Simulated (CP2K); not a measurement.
Runs of CP2K 2026.2 on CdF2. It takes space group Fm-3m (No. 225, cubic). The conventional cell has a = 5.388 Å, b = 5.388 Å, c = 5.388 Å, α = 90.00°, β = 90.00°, γ = 90.00°. Around Cd (site symmetry m-3m) lie 8 F at 2.33 Å. F (site symmetry -43m) is surrounded by 4 Cd at 2.33 Å. 

| task | level | potentials or basis | smearing | EPS_DEFAULT | NGRIDS | CUTOFF of the grids | points a segment of the path (NPOINTS) | bands added on the path | gap on the mesh (eV) | pressure (GPa) |
| --- | --- | --- | --- | --- | --- | --- | --- | --- | --- | --- |
| single point | PBE | POTENTIAL_UZH Cd GTH-PBE-q12, F GTH-PBE-q7; TZVP-MOLOPT-PBE-GTH basis | fermi-dirac 0.05 eV | 1.0E-10 | 4 | 750 Ry | - | - | 3.10 | 6.5 |
| band structure | PBE | POTENTIAL_UZH Cd GTH-PBE-q12, F GTH-PBE-q7; TZVP-MOLOPT-PBE-GTH basis | fermi-dirac 0.0259 eV | 1.0E-9 | 4 | 750 Ry | 8 | 4 | 3.10 | 6.5 |
| band structure | TB-mBJ | POTENTIAL_UZH Cd GTH-PBE-q12, F GTH-PBE-q7; TZVP-MOLOPT-PBE-GTH basis | fermi-dirac 0.05 eV | 1.0E-10 | 5 | 1100 Ry | 8 | 6 | 2.60 | - |
| band structure | TB-mBJ | POTENTIAL_UZH Cd GTH-PBE-q12, F GTH-PBE-q7; TZVP-MOLOPT-PBE-GTH basis | fermi-dirac 0.05 eV | 1.0E-10 | 4 | 1100 Ry | 10 | 4 | 2.60 | - |
| single point | PBEsol | POTENTIAL_UZH Cd GTH-PBE-q12, F GTH-PBE-q7; TZVP-MOLOPT-PBE-GTH basis | fermi-dirac 0.05 eV | 1.0E-10 | 4 | 750 Ry | - | - | (a) | (b) |
| band structure | r2SCAN | POTENTIAL_UZH Cd GTH-SCAN-q12, F GTH-SCAN-q7; TZVP-MOLOPT-SCAN-GTH basis | fermi-dirac 0.05 eV | 1.0E-9 | 4 | 1100 Ry | 10 | 6 | 3.71 | 1.7 |
| band structure | TASK | POTENTIAL_UZH Cd GTH-SCAN-q12, F GTH-SCAN-q7; TZVP-MOLOPT-SCAN-GTH basis | fermi-dirac 0.05 eV | 1.0E-9 | 4 | 1100 Ry | 8 | 6 | 4.65 | 11.9 |
| band structure | TB-mBJ | POTENTIAL_UZH Cd GTH-PBE-q12, F GTH-PBE-q7; TZVP-MOLOPT-PBE-GTH basis | fermi-dirac 0.05 eV | 1.0E-9 | 4 | 1100 Ry | 8 | 6 | 2.60 | - |

Alike in all rows: no spin polarisation; cell as given; k mesh 9 × 9 × 9.

Q: Fill in the values left out.

A: (a) 2.89; (b) 1.4.

Caveats: the basis of atomic orbitals isn't converged, which shifts pressures, moduli and gaps; the potentials were made for another functional, which shifts forces and pressure (some runs); this is a model potential without an energy functional, so only levels have meaning (some runs); an odd mesh through Γ misses points on the zone boundary, where band edges often lie (some runs).

A k mesh can miss the band edges, and the runs leave out spin-orbit coupling on Cd.

Not every run made on this cell is shown here.
